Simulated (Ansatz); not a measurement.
Crystal: AlNi3.

```xyz
4
Lattice="3.5231 0.0000 0.0000 0.0000 3.5231 0.0000 0.0000 0.0000 3.5231" Properties=species:S:1:pos:R:3 pbc="T T T"
Ni    1.7615    1.7615    0.0000
Ni    1.7615    0.0000    1.7615
Ni    0.0000    1.7615    1.7615
Al    0.0000    0.0000    0.0000
```

The cell is a database's computed one.

```yaml
Program: Ansatz 0.2.0
Task: relaxation of cell and atoms
Functional: LDA
Potentials_or_basis: Ansatz PAW
Cutoff: "420 eV (not typed: the program's choice for these potentials)"
k_mesh: 8 × 8 × 8
Occupations: fermi-dirac, width 0.05 eV
Spin: collinear spin, ferromagnetic start
Starting_moments: "[1.0, 1.0, 1.0, 0.0] μB"
```

At the start: volume 10.93 Å³/atom.

Task: Where does the relaxation end?

Result: It ends after 5 steps and the volume is 10.54 Å³/atom (-3.6 %); space group Pm-3m (No. 221, to 0.05 Å); moment 0.42 μB per cell.

Step by step:
| step | energy change (eV) | largest force (eV/Å) | volume (Å³) |
| --- | --- | --- | --- |
| 1 | 0.0000 | 0.0000 | 43.73 |
| 2 | -0.0295 | 0.0000 | 42.90 |
| 3 | -0.0384 | 0.0000 | 42.12 |
| 4 | -0.0384 | 0.0000 | 42.17 |
| 5 | -0.0375 | 0.0000 | 42.17 |

Final structure:
```
CELL_PARAMETERS angstrom
3.48066 0.00000 0.00000
0.00000 3.48066 0.00000
0.00000 0.00000 3.48066
ATOMIC_POSITIONS crystal
Ni 0.50000 0.50000 0.00000
Ni 0.50000 0.00000 0.50000
Ni 0.00000 0.50000 0.50000
Al 0.00000 0.00000 0.00000
```

Caveat: the plane-wave basis is chosen anew once the cell has moved, so the energies of steps on either side of that aren't comparable; the PAW data sets come from PBE, with cores solved anew for the run's functional, which leaves a small shift of forces and pressure.
